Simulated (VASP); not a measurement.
# H (I4/mmm) in VASP: a series of runs, part 2 of 2

VASP 6.6.1. The steps go on from the part before.

**3. Single point, PBE**

Input file INCAR:

```
SYSTEM = H
  PREC = Accurate
  ENCUT = 250
  EDIFF = 1E-6
  ISMEAR = 0
  SIGMA = 0.05
  LREAL = .FALSE.
  LASPH = .TRUE.
  NELM = 100
  ALGO = Normal
  ISIF = 2
  LWAVE = .FALSE.
  LCHARG = .FALSE.
  GGA = PE
  ADDGRID = .FALSE.
```

Input file KPOINTS:

```
Automatic mesh
0
G
  5 5 5
  0 0 0
```

Input file POSCAR:

```
H
1.0
   -1.6915344700      1.6915344700      2.0584739900
    1.6915344700     -1.6915344700      2.0584739900
    1.6915344700      1.6915344700     -2.0584739900
H
2
Direct
    0.0901377100      0.0901377100      0.0000000000
    0.9098622900      0.9098622900      0.0000000000
```

Potentials or basis: VASP PAW PBE potentials, release 64 (H).

Command:

```
$ cat potpaw_PBE.64/H/POTCAR > POTCAR
$ mpirun -np 1 vasp_std > vasp.out
```

OUTCAR:

```text
SYSTEM = H
   PREC = Accurate
   ENCUT = 250
   EDIFF = 1E-6
   ISMEAR = 0
   LREAL = .FALSE.
   LASPH = .TRUE.
   NELM = 100
   ISIF = 2
   GGA = PE

 Found     18 irreducible k-points:

 Following reciprocal coordinates:
            Coordinates               Weight
  0.000000  0.000000  0.000000      1.000000
  0.200000 -0.000000  0.000000      8.000000
  0.400000 -0.000000  0.000000      8.000000
  0.200000  0.200000  0.000000      8.000000
  0.400000  0.200000  0.000000     16.000000
 -0.400000  0.200000 -0.000000     16.000000
   k-points           NKPTS =     18   k-points in BZ     NKDIM =     18   number of bands    NBANDS=      5
   number of dos      NEDOS =    301   number of ions     NIONS =      2
   total plane-waves  NPLWV =   4096
   dimension x,y,z NGX =    16 NGY =   16 NGZ =   16
   dimension x,y,z NGXF=    32 NGYF=   32 NGZF=   32
   ions per type =               2
   NGX,Y,Z   is equivalent  to a cutoff of   8.43,  8.43,  8.43 a.u.
   NGXF,Y,Z  is equivalent  to a cutoff of  16.86, 16.86, 16.86 a.u.
 SYSTEM =  H
   PREC   = accura    normal or accurate (medium, high low for compatibility)
   ISTART =      0    job   : 0-new  1-cont  2-samecut
   ICHARG =      2    charge: 1-file 2-atom 10-const
   ISPIN  =      1    spin polarized calculation?
   LNONCOLLINEAR =      F non collinear calculations
   LSORBIT =      F    spin-orbit coupling
   LASPH  =      T    aspherical Exc in radial PAW
   ENCUT  =  250.0 eV  18.37 Ry    4.29 a.u.   4.07  4.07  4.07*2*pi/ulx,y,z
   NELM   =    100;   NELMIN=  2; NELMDL= -5     # of ELM steps
   EDIFF  = 0.1E-05   stopping-criterion for ELM
   LREAL  =      F    real-space projection
   EDIFFG = 0.1E-04   stopping-criterion for IOM
   NSW    =      0    number of steps for IOM
   IBRION =     -1    ionic relax: 0-MD 1-quasi-New 2-CG
   NFREE  =      0    steps in history (QN), initial steepest desc. (CG)
   ISIF   =      2    stress and relaxation
   ISYM   =      2    0-nonsym 1-usesym 2-fastsym
   POTIM  = 0.5000    time-step for ionic-motion
   TEBEG  =    0.0;   TEEND  =   0.0 temperature during run
   PSTRESS=    0.0 pullay stress
   NELECT =       2.0000    total number of electrons
   NUPDOWN=      -1.0000    fix difference up-down
   EMIN   =  10.00;   EMAX   =-10.00  energy-range for DOS
   EFERMI =   0.00;   METHOD = LEGACY
   ISMEAR =     0;   SIGMA  =   0.05  broadening in eV -4-tet -1-fermi 0-gaus
   EFERMI_NEDOS =   21; number of points for ismear=-14 and -15
   IALGO  =     38    algorithm
   IMIX   =      4    mixing-type and parameters
     AMIX     =   0.40;   BMIX     =  1.00
     AMIX_MAG =   1.60;   BMIX_MAG =  1.00
  volume/ion in A,a.u.               =      11.78        79.49
  Fermi-wavevector in a.u.,A,eV,Ry     =   0.719497  1.359653  7.043413  0.517676
  Thomas-Fermi vector in A             =   1.808708
   LORBIT       =      0    0 simple, 1 ext, 2 COOP (PROOUT), +10 PAW based schemes
   GGA     = PE    functional components
   LHFCALC =     F    Hartree Fock is set to
   AEXX    =    0.0000 exact exchange contribution
   IVDW    =     0    specifies the selected vdW correction
   LEPSILON=     F    determine dielectric tensor
   LRPA    =     F    only Hartree local field effects (RPA)
 non-spin polarized calculation
 Gauss-broadening in eV      SIGMA  =   0.05
  energy-cutoff  :      250.00
  volume of cell :       23.56
 maximum number of plane-waves:       218
   NGX =  9   NGY =  9   NGZ =  9

 number of electron       2.0000004 magnetization

 Free energy of the ion-electron system (eV)
  ---------------------------------------------------
  ext. energy  EPLUGINS =         0.00000000
  ---------------------------------------------------
  free energy    TOTEN  =        -6.70523752 eV

  energy without entropy =       -6.70523752  energy(sigma->0) =       -6.70523752

 E-fermi :  -7.9813     XC(G=0):  -5.3682

 val. band max:       -8.2146682209   @ k =  -0.4000   0.4000   0.4000
 cond. band min:       1.1879229856   @ k =   0.4000  -0.0000   0.0000
 fundamental gap:      9.4025912065
 Fermi energy:        -7.9812614515

 k-point     1 :       0.0000    0.0000    0.0000
  band No.  band energies     occupation
      1     -10.4943      2.00000
      2       5.4748      0.00000
      3       8.9794      0.00000
      4      15.3801      0.00000
      5      15.3801      0.00000

 k-point     2 :       0.2000   -0.0000    0.0000
  band No.  band energies     occupation
      1     -10.0159      2.00000
      2       3.6620      0.00000
      3       9.4984      0.00000
      4      12.2886      0.00000
      5      13.5502      0.00000
[... 25 lines left out ...]
 k-point     6 :      -0.4000    0.2000   -0.0000
  band No.  band energies     occupation
      1      -9.2006      2.00000
      2       2.5831      0.00000
      3       6.6100      0.00000
      4      10.0573      0.00000
      5      11.6957      0.00000

 [... further k-points ...]

------------------------ aborting loop because EDIFF is reached ----------------------------------------

  FORCE on cell =-STRESS in cart. coord.  units (eV):
  Direction    XX          YY          ZZ          XY          YZ          ZX
  --------------------------------------------------------------------------------------
  -------------------------------------------------------------------------------------
  Total       -0.5106308     -0.5106308     -0.1884195      0.0000000      0.0000000      0.0000000
  in kB      -34.7256632    -34.7256632    -12.8135476      0.0000000      0.0000000      0.0000000
  external PRESSURE =     -27.4216247 kB  Pullay stress =       0.0000000 kB

 VOLUME and BASIS-vectors are now :
 -----------------------------------------------------------------------------
  energy-cutoff  :      250.00
  volume of cell :       23.56
      direct lattice vectors                 reciprocal lattice vectors
    -1.691534470  1.691534470  2.058473990     0.000000000  0.295589602  0.242898381
     1.691534470 -1.691534470  2.058473990     0.295589602  0.000000000  0.242898381
     1.691534470  1.691534470 -2.058473990     0.295589602  0.295589602  0.000000000

 POSITION                                       TOTAL-FORCE (eV/Angst)
 -----------------------------------------------------------------------------------
      0.00000      0.00000      0.37109         0.000000      0.000000      0.264340
      0.00000      0.00000      3.74586        -0.000000     -0.000000     -0.264340
 -----------------------------------------------------------------------------------
    total drift:                                0.000000     -0.000000      0.000000

  FREE ENERGIE OF THE ION-ELECTRON SYSTEM (eV)
  ---------------------------------------------------
  free  energy   TOTEN  =        -6.7052375231 eV

  energy  without entropy=       -6.7052375231  energy(sigma->0) =       -6.70523752
```

Wall time 1.3 s (1 thread of Intel Xeon Platinum 8488C (Sapphire Rapids), shared host); peak memory 0.1 GiB.

These settings aren't checked as converged: the numbers below hold their error.

What came out:

```yaml
Free_energy: -6.7052 eV
Largest_force: 0.264 eV/Å
Band_gap_on_the_k_mesh: 9.40 eV, indirect (least direct gap 10.10 eV)
```

Caveat: the k mesh is coarse (spacing up to 0.53 Å⁻¹), so the values aren't converged; the cutoff is under 1.25 times the usual one of these potentials, so pressure, stress and relaxed cells hold a basis-set (Pulay) error; an odd mesh through Γ misses points on the zone boundary, where band edges often lie.

**4. Single point, PBE**

INCAR is that of step 3.

KPOINTS is that of step 3.

Input file POSCAR:

```
H
1.0
   -1.6915344700      1.6915344700      2.0584739900
    1.6915344700     -1.6915344700      2.0584739900
    1.6915344700      1.6915344700     -2.0584739900
H
2
Direct
    0.0961830000      0.0949540000      0.0224580000
    0.9170920000      0.8909110000      0.0100700000
```

Command:

```
$ cat potpaw_PBE.64/H/POTCAR > POTCAR
$ mpirun -np 1 vasp_std > vasp.out
```

Wall time 1.6 s (1 thread of Intel Xeon Platinum 8488C (Sapphire Rapids), shared host); peak memory 0.1 GiB.

These settings aren't checked as converged: the numbers below hold their error.

What came out:

* Free energy: -6.7018 eV
* Largest force: 0.514 eV/Å
* Band gap on the k mesh: 9.00 eV, indirect (least direct gap 9.70 eV)

Caveat: the k mesh is coarse (spacing up to 0.53 Å⁻¹), so the values aren't converged; the cutoff is under 1.25 times the usual one of these potentials, so pressure, stress and relaxed cells hold a basis-set (Pulay) error; an odd mesh through Γ misses points on the zone boundary, where band edges often lie.

**5. Single point, PBE**

Changes to INCAR since step 4:

```diff
@@ -2,3 +2,3 @@
   PREC = Accurate
-  ENCUT = 250
+  ENCUT = 700
   EDIFF = 1E-6
```

Input file KPOINTS:

```
Automatic mesh
0
G
  3 3 3
  0 0 0
```

Input file POSCAR:

```
H
1.0
   -1.6915344700      1.6915344700      2.0584739900
    1.6915344700     -1.6915344700      2.0584739900
    1.6915344700      1.6915344700     -2.0584739900
H
2
Direct
    0.0901377100      0.0901377100      0.0000000000
    0.9098622900      0.9098622900      0.0000000000
```

Command:

```
$ cat potpaw_PBE.64/H/POTCAR > POTCAR
$ mpirun -np 1 vasp_std > vasp.out
```

Run time: 2 s. Hardware: 1 thread of Intel Xeon Platinum 8488C (Sapphire Rapids), shared host; peak memory 0.13 GiB.

These settings aren't checked as converged: the numbers below hold their error.

Results:

```yaml
Free_energy: -6.7866 eV
Pressure: 0.8 GPa
Largest_force: 0.268 eV/Å
Band_gap_on_the_k_mesh: 10.28 eV, indirect (least direct gap 10.52 eV)
```

Caveat: the k mesh is coarse (spacing up to 0.88 Å⁻¹), so the values aren't converged; an odd mesh through Γ misses points on the zone boundary, where band edges often lie.

**6. Single point, PBE**

INCAR is that of step 5.

KPOINTS is that of step 5.

Input file POSCAR:

```
H
1.0
   -1.6915344700      1.6915344700      2.0584739900
    1.6915344700     -1.6915344700      2.0584739900
    1.6915344700      1.6915344700     -2.0584739900
H
2
Direct
    0.0961830000      0.0949540000      0.0224580000
    0.9170920000      0.8909110000      0.0100700000
```

Potentials or basis: VASP PAW PBE potentials, release 64 (H).

Command:

```
$ cat potpaw_PBE.64/H/POTCAR > POTCAR
$ mpirun -np 1 vasp_std > vasp.out
```

Wall time 2.5 s (1 thread of Intel Xeon Platinum 8488C (Sapphire Rapids), shared host); peak memory 0.13 GiB.

The run converged, but some of its settings lie outside the range that counts as converged, so its numbers aren't taken as properties of the crystal.

What came out:

```
Free energy            : -6.7830 eV
Pressure               : -0.6 GPa
Largest force          : 0.532 eV/Å
Band gap on the k mesh : 10.03 eV, indirect (least direct gap 10.28 eV)
```

Caveat: the k mesh is coarse (spacing up to 0.88 Å⁻¹), so the values aren't converged; an odd mesh through Γ misses points on the zone boundary, where band edges often lie.

**7. The reference run**

An earlier run on the cell as given: functional PBE; potentials or basis VASP PAW PBE potentials, release 64 (H); cutoff 520 eV; k mesh 11 × 11 × 11; occupations fermi-dirac, width 0.05 eV; no spin polarisation.

* Pressure: 0.6 GPa
* Largest force: 0.264 eV/Å
* Band gap on the k mesh: 9.05 eV, indirect (least direct gap 9.84 eV)
